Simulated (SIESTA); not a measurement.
## Na in SIESTA: convergence with k mesh

Input of the first run (k mesh 2 × 2 × 1); the others differ in this setting and in those tied to it:

The input Na.fdf:

```
SystemName                      Na
SystemLabel                     Na
NumberOfSpecies                 1
NumberOfAtoms                   3
%block ChemicalSpeciesLabel
  1  11 Na
%endblock ChemicalSpeciesLabel

LatticeConstant                 1.0 Ang
%block LatticeVectors
     3.7670009976     0.0000000000     0.0000000000
    -1.8835004988     3.2623185600     0.0000000000
     0.0000000000     0.0000000000    21.1540000000
%endblock LatticeVectors
AtomicCoordinatesFormat         Fractional
%block AtomicCoordinatesAndAtomicSpecies
     0.3333333333     0.6666666666     0.3545428761  1  Na
     0.6666666667     0.3333333334     0.5000000000  1  Na
     0.3333333333     0.6666666666     0.6454571239  1  Na
%endblock AtomicCoordinatesAndAtomicSpecies

%block kgrid.MonkhorstPack
    2   0   0  0.0
    0   2   0  0.0
    0   0   1  0.0
%endblock kgrid.MonkhorstPack
XC.Functional                   GGA
XC.Authors                      PBE
PAO.BasisSize                   DZP
PAO.EnergyShift                 0.003 Ry
Mesh.Cutoff                     800 Ry
OccupationFunction              FD
ElectronicTemperature           0.05 eV
Slab.DipoleCorrection           vacuum
MaxSCFIterations                120
SCF.MustConverge                false
SCF.Mixer.Method                Pulay
SCF.Mixer.Weight                0.25
SCF.Mixer.History               8
SCF.DM.Tolerance                5.0e-05
SCF.H.Tolerance                 1.0e-03 eV
WriteForces                     true
Charge.Mulliken                 end
%block PAO.Basis
  Na 4
  n=2 0 2
    2.919 0.000
  n=3 0 2
    9.500 0.000
  n=2 1 2
    3.442 0.000
  n=3 1 1
    9.500
%endblock PAO.Basis
```

Potentials or basis: PseudoDojo 0.4 standard (PBE files), DZP (energy shift 0.003 Ry; two zetas on semicore shells).

Command:

```sh
$ siesta Na.fdf > Na.out 2>&1
```

The slab is cut from a database's or a generator's crystal, which needn't be the stable form of the element.

Hardware: 1 thread of Arm Neoverse V2 (shared host).

| k mesh | energy less the tightest run, at zero smearing (meV/atom) | largest force (eV/Å) | SCF cycles | CPU time (s) | peak memory (GiB) |
| --- | --- | --- | --- | --- | --- |
| 2 × 2 × 1 | 463.30 | 0.054 | 13 | 38 | 0.43 |
| 3 × 3 × 1 | -53.74 | 0.088 | 9 | 30 | 0.43 |
| 4 × 4 × 1 | 48.29 | 0.013 | 11 | 34 | 0.43 |
| 6 × 6 × 1 | 1.45 | 0.034 | 9 | 30 | 0.43 |
| 7 × 7 × 1 | 0.06 | 0.048 | 8 | 28 | 0.43 |
| 8 × 8 × 1 | 8.95 | 0.045 | 11 | 34 | 0.43 |
| 10 × 10 × 1 | 0.00 | 0.028 | 9 | 31 | 0.43 |

Not settled before the last step: the energy (to 1 meV/atom), the largest force (to 0.005 eV/Å). Meshes of other sizes hit other points, so gaps and Fermi surfaces needn't settle smoothly. The tightest run that finished is the yardstick and may itself not be fully converged.

Caveat, for the tightest run too: the basis of atomic orbitals isn't converged, which shifts pressures, moduli and gaps.
